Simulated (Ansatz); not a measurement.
**Al₂O₃: do the settings matter for the field gradients?**

Cell: a computed structure from the Materials Project (it need not be an observed phase).

```cif
data_Al2O3
_symmetry_space_group_name_H-M 'Ia-3'
_symmetry_Int_Tables_number 206
_cell_length_a 8.8753
_cell_length_b 8.8753
_cell_length_c 8.8753
_cell_angle_alpha 90.000
_cell_angle_beta 90.000
_cell_angle_gamma 90.000
loop_
_atom_site_label
_atom_site_type_symbol
_atom_site_symmetry_multiplicity
_atom_site_Wyckoff_symbol
_atom_site_fract_x
_atom_site_fract_y
_atom_site_fract_z
Al1 Al 8 b 0.7500 0.2500 0.2500
Al2 Al 24 d 0.7500 0.4622 0.5000
O O 48 e 0.8862 0.6110 0.1597
```

One atom of each set is listed; the run and its k-mesh use a cell of 40 atoms with edges of 7.69, 7.69, 7.69 Å.

Reference run. Method: Kohn–Sham DFT in Ansatz, PBE, plane waves and PAW, scalar-relativistic, 420 eV cutoff, Γ-centred 4×4×4 k-points, Fermi–Dirac smearing 0.02 eV.

Question: The input is changed as follows: `scf.occupations`: {method: fermi_dirac, width: 0.02} → {method: gaussian, width: 1.0}; `scf.max_iter`: not typed → 60. What happens to V_zz (10²¹ V/m²) and η?

Answer: 

| site | V_zz reference | η reference | V_zz changed | η changed |
| --- | --- | --- | --- | --- |
| Al1 | 0.94 | 0.00 | 0.94 | 0.00 |
| Al2 | 2.24 | 0.48 | 2.24 | 0.48 |
| O | -2.40 | 0.37 | -2.40 | 0.37 |

All printed values agree. SCF iterations: 7 and 6. The changed input holds a smearing of electronvolts, which doesn't reach the result here.

On the reference run: At this cell the PBE pressure is 8 GPa, so with PBE the cell would grow if it were relaxed. The entry's cell may itself be off.
